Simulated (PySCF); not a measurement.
Isomers of C4H10O, mass 74.073 u with the commonest isotopes. Computed with PySCF 2.14.0, PBE0-D3(BJ)/def2-SVP geometry optimisation, gas phase. One conformer each, none proved a minimum here; rigid rotors.

Problem. Order these by rotational constant C, smallest first.
A. `CC(C)(C)O`
B. `[CH3:1][CH2:2][CH2:3][O:4][CH3:5]` with C1–C2–C3–O4 180°, C2–C3–O4–C5 180°
C. `[CH3:1][O:2][CH:3]([CH3:4])[CH3:5]` with C1–O2–C3–C4 -163°
D. `[CH3:1][CH2:2][C@H:3]([CH3:4])[OH:5]` with C1–C2–C3–C4 -178°, C2–C3–O5–H -177°
E. `[CH3:1][CH2:2][O:3][CH2:4][CH3:5]` with C1–C2–O3–C4 180°, C2–O3–C4–C5 180° (ethoxy ethane)
F. `[CH3:1][CH2:2][CH2:3][CH2:4][OH:5]` with C1–C2–C3–C4 180°, C2–C3–C4–O5 179°, C3–C4–O5–H 180°

Solution. F (1885 MHz), B (2028 MHz), E (2119 MHz), D (2699 MHz), C (2839 MHz), A (4526 MHz).

Problem. Order these by rotational constant B, smallest first.
A. `[CH3:1][CH2:2][O:3][CH2:4][CH3:5]` with C1–C2–O3–C4 180°, C2–O3–C4–C5 180° (ethoxy ethane)
B. `[CH3:1][O:2][CH:3]([CH3:4])[CH3:5]` with C1–O2–C3–C4 -163°
C. `[CH3:1][CH:2]([CH3:3])[CH2:4][OH:5]` with C1–C2–C4–O5 60°, C2–C4–O5–H -174°
D. `[CH3:1][CH2:2][CH2:3][O:4][CH3:5]` with C1–C2–C3–O4 180°, C2–C3–O4–C5 180°
E. `[CH3:1][CH2:2][CH2:3][CH2:4][OH:5]` with C1–C2–C3–C4 180°, C2–C3–C4–O5 179°, C3–C4–O5–H 180°
F. `[CH3:1][CH2:2][C@H:3]([CH3:4])[OH:5]` with C1–C2–C3–C4 -178°, C2–C3–O5–H -177°
G. `CC(C)(C)O`

Solution. E (1990 MHz), D (2132 MHz), A (2263 MHz), F (3477 MHz), C (3567 MHz), B (3829 MHz), G (4721 MHz).

Problem. Order these by dipole moment, largest first.
A. `OC(C)(C)C`
B. `[CH3:1][O:2][CH:3]([CH3:4])[CH3:5]` with C1–O2–C3–C4 -163°
C. `[CH3:1][CH2:2][O:3][CH2:4][CH3:5]` with C1–C2–O3–C4 180°, C2–O3–C4–C5 180° (ethoxy ethane)

Solution. A (1.49 D), B (1.18 D), C (1.03 D).

```tsv
SMILES	point group	Ia (u·Å²)	Ib (u·Å²)	Ic (u·Å²)	κ	μa (D)	μb (D)	μc (D)
CC(C)(C)O	Cs	106.51	107.05	111.66	0.78	1.31	0.05	0.70
COC(C)C	C1	66.29	131.98	178.03	-0.59	0.05	0.82	0.84
CC[C@H](C)O	C1	61.65	145.36	187.25	-0.72	1.12	0.41	0.91
CC(C)CO	C1	66.12	141.70	188.04	-0.65	0.28	1.08	0.89
CCOCC	C2v	27.96	223.31	238.51	-0.98	0.00	1.03	0.00
CCCCO	Cs	26.73	254.02	268.12	-0.99	0.23	1.47	0.00
CCCOC	Cs	24.89	237.10	249.25	-0.99	0.00	1.07	0.00
```
